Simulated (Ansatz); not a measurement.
Ru in Ansatz: the effect of target pressure

Crystal: Ru.

```
CELL_PARAMETERS angstrom
2.70580 0.00000 0.00000
-1.35290 2.34329 0.00000
0.00000 0.00000 4.28190
ATOMIC_POSITIONS crystal
Ru 0.66667 0.33333 0.75000
Ru 0.33333 0.66667 0.25000
```

Alike in all runs:

| Quantity | Value |
| --- | --- |
| Program | Ansatz 0.2.0 |
| Task | relaxation of cell and atoms |
| Functional | r2SCAN |
| Potentials or basis | Ansatz PAW |
| Cutoff | 500 eV (not typed: the program's choice for these potentials) |
| k mesh | 11 × 11 × 6 |
| Occupations | fermi-dirac, width 0.05 eV |
| Spin | no spin polarisation |

Each run relaxes the cell or the atoms first.

```tsv
target pressure	relaxed volume (Å³/atom)
0 GPa	13.49
2 GPa	13.42
5 GPa	13.30
10 GPa	13.13
20 GPa	?
30 GPa	12.52
```

Problem. What does the run with target pressure 20 GPa give?

Solution. Relaxed volume 12.81 Å³/atom.

Worked out: In Murnaghan's law V^(-B') rises as a straight line in P. The other rows fit best with B' = 4.2, V0 = 13.49 Å³/atom and B0 = 341 GPa, which gives 12.80 Å³/atom at 20 GPa, against the run's 12.81.

Caveats: the plane-wave basis is chosen anew once the cell has moved, so the energies of steps on either side of that aren't comparable; the PAW data sets come from PBE, with cores solved anew for the run's functional, which leaves a small shift of forces and pressure.
